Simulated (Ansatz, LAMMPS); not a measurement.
# Structural relaxation of amorphous SiO2 (96 atoms), part 3 of 4

Wanted: the relaxed structure of amorphous SiO2 (96 atoms) and its electronic structure.

Ansatz 0.2.0; Kohn-Sham DFT, PBE, PAW (set soft_2), plane waves.

The cell: 32 Si and 64 O. The quench rate of 50 K/ps is many orders above laboratory rates. The starting topology of bonds comes from the classical model. Only the Γ point is sampled in the main run, in a cell whose shortest periodic width is 11 Å.

So far. Step 4 (Cell and atoms relaxed): The relaxation changed the energy by -54.3 meV/atom, and atoms moved by 0.18 Å r.m.s., 0.35 Å at most.

## 6. Single point at the relaxed geometry

One more single point at the end of the walk gives the fuller output and checks the residual forces.

input.yaml reads:

```yaml
crystal:
  lattice:
    - [11.22442, -0.39734, 0.06305]
    - [-0.39734, 11.284, -0.25231]
    - [0.06305, -0.25231, 10.939]
  atoms:
    - { symbol: Si, position: [0.19505, 0.66173, 0.18883] }
    - { symbol: Si, position: [0.92025, 0.26997, 0.2091] }
    - { symbol: Si, position: [0.43821, 0.55446, 0.86447] }
    - { symbol: Si, position: [0.01146, 0.08992, 0.56916] }
    - { symbol: Si, position: [0.62033, 0.51057, 0.5379] }
    - { symbol: Si, position: [0.85638, 0.90848, 0.41261] }
    - { symbol: Si, position: [0.2322, 0.76826, 0.55724] }
    - { symbol: Si, position: [0.64128, 0.58469, 0.28011] }
    - { symbol: Si, position: [0.82858, 0.80254, 0.92397] }
    - { symbol: Si, position: [0.82791, 0.04656, 0.78538] }
    - { symbol: Si, position: [0.27543, 0.19631, 0.78986] }
    - { symbol: Si, position: [0.27719, 0.29773, 0.05297] }
    - { symbol: Si, position: [0.5238, 0.01368, 0.15719] }
    - { symbol: Si, position: [0.64545, 0.37271, 0.85283] }
    - { symbol: Si, position: [0.49683, 0.08076, 0.44035] }
    - { symbol: Si, position: [0.71716, 0.18338, 0.01889] }
    - { symbol: Si, position: [0.40645, 0.52705, 0.13127] }
    - { symbol: Si, position: [0.90706, 0.47713, 0.79462] }
    - { symbol: Si, position: [0.83096, 0.4559, 0.38506] }
    - { symbol: Si, position: [0.01632, 0.68624, 0.41744] }
    - { symbol: Si, position: [0.23514, 0.55899, 0.68829] }
    - { symbol: Si, position: [0.05959, 0.45549, 0.03998] }
    - { symbol: Si, position: [0.0825, 0.32901, 0.65869] }
    - { symbol: Si, position: [0.62093, 0.71167, 0.74797] }
    - { symbol: Si, position: [0.50914, 0.28207, 0.63331] }
    - { symbol: Si, position: [0.21201, 0.91214, 0.78922] }
    - { symbol: Si, position: [0.26147, 0.91208, 0.06514] }
    - { symbol: Si, position: [0.71556, 0.84209, 0.19166] }
    - { symbol: Si, position: [0.65903, 0.93144, 0.59714] }
    - { symbol: Si, position: [0.22867, 0.99303, 0.4437] }
    - { symbol: Si, position: [0.03306, 0.70715, 0.80272] }
    - { symbol: Si, position: [0.13865, 0.10284, 0.1967] }
    - { symbol: O, position: [0.57882, 0.57459, 0.41555] }
    - { symbol: O, position: [0.79614, 0.13698, 0.90042] }
    - { symbol: O, position: [0.69924, 0.71746, 0.25901] }
    - { symbol: O, position: [0.07608, 0.8467, 0.773] }
    - { symbol: O, position: [0.88386, 0.32796, 0.34435] }
    - { symbol: O, position: [0.58396, 0.88733, 0.16782] }
    - { symbol: O, position: [0.95356, 0.73551, 0.92856] }
    - { symbol: O, position: [0.15876, 0.2686, 0.76231] }
    - { symbol: O, position: [0.13153, 0.01475, 0.55435] }
    - { symbol: O, position: [0.51273, 0.41889, 0.5872] }
    - { symbol: O, position: [0.17132, 0.03822, 0.32041] }
    - { symbol: O, position: [0.17068, 0.37494, 0.00741] }
    - { symbol: O, position: [0.94952, 0.08291, 0.70596] }
    - { symbol: O, position: [0.97941, 0.38526, 0.14123] }
    - { symbol: O, position: [0.32414, 0.22902, 0.92885] }
    - { symbol: O, position: [0.49462, 0.67845, 0.81485] }
    - { symbol: O, position: [0.94312, 0.8008, 0.38748] }
    - { symbol: O, position: [0.23593, 0.20965, 0.16141] }
    - { symbol: O, position: [0.38745, 0.98392, 0.10857] }
    - { symbol: O, position: [0.71866, 0.03881, 0.68668] }
    - { symbol: O, position: [0.59681, 0.835, 0.68621] }
    - { symbol: O, position: [0.14885, 0.99767, 0.0888] }
    - { symbol: O, position: [0.33447, 0.50181, 0.77035] }
    - { symbol: O, position: [0.23014, 0.05593, 0.78502] }
    - { symbol: O, position: [0.66255, 0.30508, 0.97834] }
    - { symbol: O, position: [0.93751, 0.60707, 0.73317] }
    - { symbol: O, position: [0.84769, 0.92179, 0.84673] }
    - { symbol: O, position: [0.76545, 0.4532, 0.81827] }
    - { symbol: O, position: [0.0105, 0.16198, 0.21447] }
    - { symbol: O, position: [0.25854, 0.85139, 0.43846] }
    - { symbol: O, position: [0.54517, 0.20404, 0.51113] }
    - { symbol: O, position: [0.52267, 0.08191, 0.29302] }
    - { symbol: O, position: [0.65346, 0.61167, 0.64413] }
    - { symbol: O, position: [0.761, 0.86549, 0.51764] }
    - { symbol: O, position: [0.72386, 0.721, 0.85207] }
    - { symbol: O, position: [0.92172, 0.03516, 0.4618] }
    - { symbol: O, position: [0.11128, 0.58703, 0.08758] }
    - { symbol: O, position: [0.28199, 0.85483, 0.67238] }
    - { symbol: O, position: [0.26669, 0.8767, 0.91938] }
    - { symbol: O, position: [0.93304, 0.56223, 0.42303] }
    - { symbol: O, position: [0.29451, 0.64362, 0.58067] }
    - { symbol: O, position: [0.38072, 0.23146, 0.69009] }
    - { symbol: O, position: [0.15858, 0.44917, 0.61633] }
    - { symbol: O, position: [0.74055, 0.44021, 0.50324] }
    - { symbol: O, position: [0.05384, 0.22952, 0.54737] }
    - { symbol: O, position: [0.97791, 0.47344, 0.9231] }
    [... 12 atom lines left out ...]
    - { symbol: O, position: [0.31108, 0.58922, 0.22292] }
    - { symbol: O, position: [0.15756, 0.63706, 0.78973] }
    - { symbol: O, position: [0.38345, 0.38333, 0.11655] }
    - { symbol: O, position: [0.11593, 0.6705, 0.31204] }
    - { symbol: O, position: [0.3541, 0.06901, 0.46666] }
    - { symbol: O, position: [0.95296, 0.3682, 0.7078] }
kpoints:
  mp_grid: { grid: [1, 1, 1] }
hamiltonian:
  xc: pbe
scf:
  occupations: { method: fermi_dirac, width: 0.025 }
output:
  forces: true
  stress: true
  populations: true
  dos:
    method: { smearing: { sigma: 0.08 } }
    de: 0.05
    projected: { site_lists: { O: [O], Si: [Si] } }
  eigenvalues: true
  write_density: true
  write_potential: true
  volumetric_format: npy
```

Launch:

```
ansatz run input.yaml --threads 4 --pin off --max-ram 8192MiB --backend cpu --events-out ev --progress --plain --runs-dir out
```

Numbers of over 12 decimals in the logs are rounded to 6 here.

The program printed:

```text
[...]
Crystal: 96 atoms, lattice volume = 1383.020 Å³
Basis set: ecut = 420 eV, 27027 PW (Γ), exchange–correlation on 160×160×150 points (8 copies of the dense FFT grid, shifted against one another)
Bands: 352, of which v1, the nominal top of the filled ones, is band 256 counted from 1 (255 counted from 0)
Symmetry: 1 space group operations
[...]
k-points: 1
[...]
SCF iter   1: F=—  HF=-56764.942662 eV  |F-HF|=—  |Δ(HF+E_count)|=         —  Δρ=1.73e-3  dr2=5.66e-2  ethr=1.77e-3  ⟨swp⟩=7.0  Hψ=1619  notcnv=0  defer=87
[...]
SCF iter   9: F=-56764.936355 eV  HF=-56764.936355 eV  |F-HF|=1.17e-8  |Δ(HF+E_count)|=   7.93e-8  Δρ=7.27e-7  dr2=9.37e-9  ethr=1.95e-11  ⟨swp⟩=10.0  Hψ=2252  notcnv=0
SCF 1 converged in 9 iterations: F = -56764.936355 eV  dr2 = 9.37e-9
[...]
WARN: The input density's exchange-correlation potential varies sharply where the density is thin. Do not read a vacuum level from v_tot or v_xc, or from such a field of the output density. On a cell that repeats whose density bears no net charge and no dipole along the vacuum's axis use v_es (v_loc + v_h of the components); [...]
SCF converged after 9 iterations
Free energy (F): -56764.936355 eV
[...]
Internal energy: -56764.936355 eV  (E = F + TS)
E sigma→0 (E₀):  -56764.936355 eV
Fermi energy:    4.098049 eV
[...]
--- Forces (eV/Å), atoms counted from 1 ---
  atom   1  Si     0.00122715    -0.00671409    -0.00136406
  atom   2  Si     0.00305546    -0.00452851    -0.00178353
  atom   3  Si    -0.00346000     0.00472113    -0.00529241
  atom   4  Si     0.00697514     0.00323543     0.00807977
  atom   5  Si     0.00508129     0.00578439    -0.00103318
  atom   6  Si    -0.00293672    -0.00737920    -0.00316928
  atom   7  Si     0.00022872    -0.00583981     0.01140322
  atom   8  Si     0.00360346     0.00596894     0.00198854
  atom   9  Si     0.00308172     0.00306207    -0.00462881
  atom  10  Si     0.00640034    -0.00749827    -0.00028617
  atom  11  Si    -0.00587539    -0.00050635    -0.00322455
  atom  12  Si    -0.00522601    -0.00547734     0.00840503
  atom  13  Si     0.00410539     0.00260831    -0.00055493
  atom  14  Si     0.00366799    -0.00190305     0.00581743
[...]
atom  95  O     -0.00494536     0.00210912     0.00152787
  atom  96  O     -0.00241582    -0.00236962    -0.00230560
  max |Σ_I F_I| component: 3.33e-5 eV/Å
--- Stress (GPa, compression-positive) ---
       -0.005651      -0.007808       0.000366
       -0.007808      -0.006714      -0.004140
        0.000364      -0.004141      -0.014977
  P = ⅓ Tr σ = -0.0091 GPa (-0.091 kbar)
--- Band table (eV) ---
[...]
--- Löwdin populations: 96 sites ---
  site symbol       q [e]
     0     Si      2.1968
     1     Si      2.1971
     2     Si      2.2171
[...]
95      O      6.7810
  spilling = 0.013707 (of n_electrons = 512.000000)
```

The job ended after 25 s (4 threads of Arm Neoverse V1, shared host; peak memory 1.6 GiB; 96 s of CPU time).

The program notes that the exchange-correlation potential is rough where the density is thin.

Numbers from this run:

- free energy: -56764.9364 eV
- free energy per atom: -591.3014 eV/atom
- SCF cycles: 9
- pressure: -0.009114 GPa
- r.m.s. force component: 0.00338 eV/Å
- longest force: 0.01281 eV/Å
- Fermi energy: 4.098 eV
- gap (highest filled to lowest empty level): 5.357 eV
- spilling of the projection: 0.01371

Löwdin charges by element (they lack the spilled electrons, 0.073 e an atom on average):

```tsv
element	coordination	atoms	mean charge (e)	spread	least	most
O	all	64	-0.784	0.0084	-0.801	-0.758
Si	all	32	1.79	0.012	1.75	1.80
```

Density of states as counts of states in windows of 1 eV (from the Fermi level), total and the larger projections:

```tsv
from (eV)	to (eV)	total	O p	Si p	Si s
-14	-12	0.0	0.0	0.0	0.0
-12	-11	15.6	10.3	0.5	4.1
-11	-10	14.6	9.9	1.0	3.0
-10	-9	21.6	15.3	2.3	2.9
-9	-8	32.8	24.8	6.4	0.8
-8	-7	43.3	33.9	8.4	0.2
-7	-6	14.2	11.2	1.7	0.1
-6	-5	60.9	52.6	4.5	0.2
-5	-4	85.5	79.5	2.9	0.1
-4	-3	76.1	73.0	1.3	0.1
-3	-2	19.4	19.0	0.1	0.0
-2	2	0.0	0.0	0.0	0.0
2	3	2.0	0.1	0.0	1.1
3	4	0.0	0.0	0.0	0.0
4	5	14.7	1.3	4.4	4.6
```

Between -23 and -14 eV lie 128 more states.

The levels nearest the highest filled one (over half full), pooled over k-points and spins:

```tsv
level less the highest filled one (eV)	occupation
-0.218	2
-0.203	2
-0.180	2
-0.139	2
-0.13	2
0	2
5.36	0
6.83	0
6.95	0
7.03	0
7.11	0
7.13	0
```

Valence density in the ac plane at fractional y = 0.456, with atoms of Si and O within 0.2 Å of it. It is the smooth field of the valence electrons, not physical close to the nuclei.

Ten steps, logarithmic in the rise over the least value, from '_' (0.0 e/Å³) to '@' (6.8 e/Å³), each cell a mean:
```
##++==--------::..____........::------::....____________::==**%%
%%**--::........______......--==**##**==::::..::::::....--**%%@@
##++--..__________........::==**@@@@@@**==----++**++==----++##%%
==--..__________..::------::--**%%@@%%**==--++%%@@@@##==--==++++
::..__________..--++****==--::--++++++------++%%@@@@##++--::----
::............::--**####++--....::::::....::--**####++==----====
--::..::------::--==++++==::..........____....::----::::--======
::::::==**##**==--::::::......::----::....____________..::::----
....--**@@@@%%**--....____..--++****==--::........________......
__..--**@@@@%%++--..______..==##%%%%**==--::------::..__________
____::--++**++--..________..--**####**==--==**####++--..________
______..::::::..____________..--======----++##@@@@##==::..______
______________________________....::::::--==**%%%%##++--::::....
________________________________....::::::::==++++++--::----::..
__________________________________..........::--==--..::----::..
____________________________________......::--==++==--::--::::..
______________________________________....--++####**==--::....__
________________________________..........--++##%%**==::......__
::..______________....::::::....::::......::==++**++--......::::
==--::..__________..::--====--::::::::........::::::..__..::--==
++==--::....____....--++++++==--::::....________________..::==++
====------::::......--==++++==::......____________________..--==
--::..--====--::....::------::....________________________..::--
==--::--======--........::::......______________________..::--==
```
Columns run along a (11.2 Å), rows up along c (10.9 Å). Atoms in or near the plane, at fractional coordinates: Si at (0.83, 0.39), Si at (0.06, 0.04), O at (0.77, 0.82), O at (0.16, 0.62), O at (0.74, 0.50), O at (0.98, 0.92), O at (0.54, 0.88).

Electrostatic potential energy in the ac plane at fractional y = 0.456, with atoms of Si and O within 0.2 Å of it. With pseudopotentials it is smooth inside the atoms' cores, unlike the true potential.

Values in eV, 13 rows by 16 columns, each cell a mean:
```
-21  -7   4   8   8   7   6   6  -1   3   5   6   8   8   4 -26
 -6   7   8   9   9   6   2  -4 -37 -21  -3  -5 -13  -2 -12 -24
  3   7   7   7   5 -10   3   4  -2   1   1 -12 -35 -22 -43 -25
  5   6   4   3   3  -3   7   8   8   7   7   7   5  -1 -16  -6
  7   1 -31 -13   5   8   9   6  -5   3   4   7   9   8   7   7
  8   5 -16  -3   8   9   9   0 -24 -17 -15  -7  -2   8   9   9
  9   9   9   9   9   9   9   9   4 -11 -12 -28 -29  -2   4   8
  9   9   9   9   9   9   9   9   8   5   5   2 -23 -40 -16   6
  9   9   9   9   9   9   9   9   8   7   6   2 -18 -32 -11   6
  9   9   8   9   9   8   7   7   8   7   6  -9 -17   3   6   8
  6   6   7   8   7   3  -3   2   7   8   8   8   8   9   9   7
-16 -19   1   7   6   0 -10  -1   7   9   9   9   9   9   9   3
-37 -42  -6   6   7   6   4   5   8   9   9   9   9   9   8   0
```
Columns run along a (11.2 Å; values clipped at the 3rd and 97th percentile), rows up along c (10.9 Å). Atoms in or near the plane, at fractional coordinates: Si at (0.83, 0.39), Si at (0.06, 0.04), O at (0.77, 0.82), O at (0.16, 0.62), O at (0.74, 0.50), O at (0.98, 0.92), O at (0.54, 0.88).

Mean Löwdin charges: O -0.78, Si +1.79 e (they miss 1.4 % of the electrons, so they add up to more than the cell's charge). The largest share in the top eV of filled states is O p (98 % of the projected weight), and in the lowest eV of empty states Si s (68 % of the projected weight).

A closer look about Si31, whose charge lies farthest from its element's mean: 11 atoms, nearest first, numbered in the order of the input, with positions taken from that point.

```tsv
atom	x	y	z	distance (Å)	bonds	Löwdin charge (e)
Si31	0.00	0.00	0.00	0.00	4	1.75
O92	1.42	-0.84	-0.12	1.66	2	-0.78
O36	0.43	1.57	-0.36	1.66	2	-0.77
O39	-0.90	0.32	1.36	1.66	2	-0.77
O58	-1.04	-1.07	-0.74	1.67	2	-0.77
Si18	-1.32	-2.54	-0.04	2.87	4	1.78
O83	0.60	0.20	-2.81	2.88	2	-0.79
Si9	-2.33	1.13	1.29	2.89	4	1.79
Si26	1.93	2.25	-0.19	2.96	4	1.78
O78	-0.52	-2.65	1.37	3.03	2	-0.80
Si21	2.32	-1.72	-1.20	3.13	4	1.77
```

The column of bonds counts only the pairs O-Si within 2.08 Å; other neighbours, such as metal atoms beside each other in a compound, aren't counted, and periodic images can show an atom twice.

## 7. K-mesh 2×2×2

Large cells are often run on few k-points; this run checks whether the reference had enough.

input.yaml, as its differences from that of step 6:

```diff
@@ -8,3 +8,3 @@
 kpoints:
-  mp_grid: { grid: [1, 1, 1] }
+  mp_grid: { grid: [2, 2, 2] }
 hamiltonian:
@@ -22,4 +22 @@
   eigenvalues: true
-  write_density: true
-  write_potential: true
-  volumetric_format: npy
```

The program printed:

```text
[...]
Crystal: 96 atoms, lattice volume = 1383.020 Å³
Basis set: ecut = 420 eV, 27027 PW (Γ), exchange–correlation on 160×160×150 points (8 copies of the dense FFT grid, shifted against one another)
Bands: 352, of which v1, the nominal top of the filled ones, is band 256 counted from 1 (255 counted from 0)
Symmetry: 1 space group operations
[...]
k-points: 8
[...]
SCF iter   1: F=—  HF=-56764.975991 eV  |F-HF|=—  |Δ(HF+E_count)|=         —  Δρ=1.74e-3  dr2=5.76e-2  ethr=1.77e-3  ⟨swp⟩=6.9  Hψ=13710  notcnv=0  defer=476
[...]
SCF iter   8: F=—  HF=-56764.969794 eV  |F-HF|=—  |Δ(HF+E_count)|=   3.05e-7  Δρ=3.88e-6  dr2=1.73e-7  ethr=1.95e-11  ⟨swp⟩=15.4  Hψ=16888  notcnv=0
SCF iter   9: F=-56764.969794 eV  HF=-56764.969794 eV  |F-HF|=1.25e-8  |Δ(HF+E_count)|=   7.99e-8  Δρ=7.60e-7  dr2=1.02e-8  ethr=1.95e-11  ⟨swp⟩=5.0  Hψ=10245  notcnv=0
SCF 1 converged in 9 iterations: F = -56764.969794 eV  dr2 = 1.02e-8
[...]
SCF converged after 9 iterations
Free energy (F): -56764.969794 eV
[...]
Internal energy: -56764.969794 eV  (E = F + TS)
E sigma→0 (E₀):  -56764.969794 eV
Fermi energy:    4.118594 eV
[...]
Σ components = -56764.969794   (vs F -56764.969794, Δ=0.00e0)
--- Forces (eV/Å), atoms counted from 1 ---
  atom   1  Si     0.00179746    -0.00953980    -0.00006646
  atom   2  Si     0.00245612    -0.00586499    -0.00071612
  atom   3  Si    -0.00423995     0.00533370    -0.00499394
  atom   4  Si     0.00443672     0.00396440     0.00805427
[...]
atom  96  O     -0.00385599    -0.00152721    -0.00360995
  max |Σ_I F_I| component: 3.46e-5 eV/Å
--- Stress (GPa, compression-positive) ---
       -0.002022      -0.007520       0.000544
       -0.007519      -0.002221      -0.004654
        0.000543      -0.004656      -0.014158
  P = ⅓ Tr σ = -0.0061 GPa (-0.061 kbar)
--- Band table (eV; the first three rows and the last of 8) ---
[...]
--- Löwdin populations: 96 sites ---
  site symbol       q [e]
     0     Si      2.1969
     1     Si      2.1970
     2     Si      2.2171
[...]
95      O      6.7809
  spilling = 0.013708 (of n_electrons = 512.000000)
```

Wall time 3.8 min (4 threads); peak memory 6.2 GiB; 15 min of CPU time.

The program notes that it cut back its work space to fit the memory limit.

Geometry and reference: those of the single point at the relaxed geometry.

Forces differ from those of the single point at the relaxed geometry by 1.6 meV/Å r.m.s.; the energy by -0.35 meV/atom. It took 3.8 min and 9 cycles; the reference's time can't be set against it, since the two runs asked for unlike analyses.

(Continued in part 4 of 4.)

[Logs are printed without paths, hosts, clocks, repeated set-up lines and the standing remarks that a program may print on its own settings, such as how far it seeks lower states.]

[Hosts, paths, dates, database ids (printed as entryN), source tags and the programs' standing remarks are cut or masked in the printed files.]
